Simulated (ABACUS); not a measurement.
The system is Ti.

```
Ti
1.0
     0.00000    2.03000    2.03000
     2.03000    0.00000    2.03000
     2.03000    2.03000    0.00000
Ti
1
Direct
  0.00000 0.00000 0.00000
```

This isn't the form of Ti at room conditions, which is hcp.

- Program: ABACUS 3.10.1
- Task: single point
- Functional: PBE
- Potentials or basis: PseudoDojo NC SR 0.4.1 PBE standard
- Cutoff: 1361 eV
- Density cutoff: 5442 eV
- Basis: DZP LCAO (the cutoffs set its grid)
- k mesh: 11 × 11 × 11
- Occupations: fermi-dirac, width 0.05 eV
- Spin: no spin polarisation

On this cell: pressure 4.9 GPa; band gap on the k mesh none (metal or under the smearing width).

The same run follows on a disturbed copy (cell strained at random at fixed volume):

```
CELL_PARAMETERS angstrom
0.02177 1.99869 2.03132
2.00646 0.00299 2.05009
2.03951 2.05051 -0.03005
ATOMIC_POSITIONS crystal
Ti 0.98433 0.00381 0.00663
```

What changes?

The energy (extrapolated to zero smearing) moves by +6.2 meV/atom; pressure 5.0 GPa; band gap on the k mesh none (metal or under the smearing width).

Stress tensor (GPa, compression positive):
```
 5.53 -1.99  0.22
-1.99  5.29  1.64
 0.22  1.64  4.12
```

Caveats: the atomic orbitals were generated for these runs and aren't a published set; the basis of atomic orbitals isn't converged, which shifts pressures, moduli and gaps.
